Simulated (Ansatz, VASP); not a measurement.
# One calculation of PbS, two programs

INCAR

```
  ALGO = Normal
  EDIFF = 1E-6
  ENCUT = 520
  GGA = PE
  ISIF = 2
  ISMEAR = -1
  LASPH = True
  LCHARG = False
  LREAL = False
  LWAVE = False
  NBANDS = 17
  NELM = 80
  PREC = Accurate
  SIGMA = 0.02
```

File KPOINTS:

```
k-points
0
Gamma
  6 6 6
```

File POSCAR:

```
PbS
1.0
    0.0000000000      3.3009772112      3.3009772112
    3.3009772112      0.0000000000      3.3009772112
    3.3009772112      3.3009772112      0.0000000000
Pb S
1 1
Direct
    0.0000000000      0.0000000000      0.0000000000
    0.2500000000      0.2500000000      0.2500000000
```

Input for Ansatz:

```yaml
crystal:
  lattice:
    - [0.0, 3.3009772112, 3.3009772112]
    - [3.3009772112, 0.0, 3.3009772112]
    - [3.3009772112, 3.3009772112, 0.0]
  atoms:
    - { symbol: Pb, position: [0.0, 0.0, 0.0] }
    - { symbol: S, position: [0.25, 0.25, 0.25] }
kpoints:
  mp_grid: { grid: [6, 6, 6] }
  band_path:
    path:
      - [0.0, 0.0, 0.0]
      - [-0.5, -0.5, 0.0]
      - [-0.375, -0.375, 0.25]
      - [-0.375, 0.0, 0.375]
      - [0.0, 0.0, 0.5]
      - [-0.5, -0.25, 0.25]
    npoints: 1
hamiltonian:
  xc: pbe
scf:
  occupations: { method: fermi_dirac, width: 0.02 }
  n_extra_bands: 4
output:
  forces: true
  stress: true
  eigenvalues: true
```

The cell was built by a generator and needn't be a form met in nature.

Alike in both runs: task single point; functional PBE; k mesh 6 × 6 × 6; occupations fermi-dirac, width 0.02 eV; no spin polarisation.

```csv
,VASP,Ansatz
version,VASP 6.6.1,Ansatz 0.2.0
potentials or method,"VASP PAW PBE potentials, release 64 (Pb_d, S)","plane waves, PAW"
plane-wave cutoff (eV),520,420
valence electrons in the cell,20,20
```

|  | VASP | Ansatz | Ansatz less VASP |
| --- | --- | --- | --- |
| gap on the k mesh at the Fermi level (eV) | 0.91 | 0.91 | -0.003 |
| pressure (GPa) | 0.7 | 0.8 | +0.05 |

Caveats: spin-orbit coupling is left out, which as a rule narrows the gap of such compounds by several tenths of an eV. A k mesh can miss the band edges.
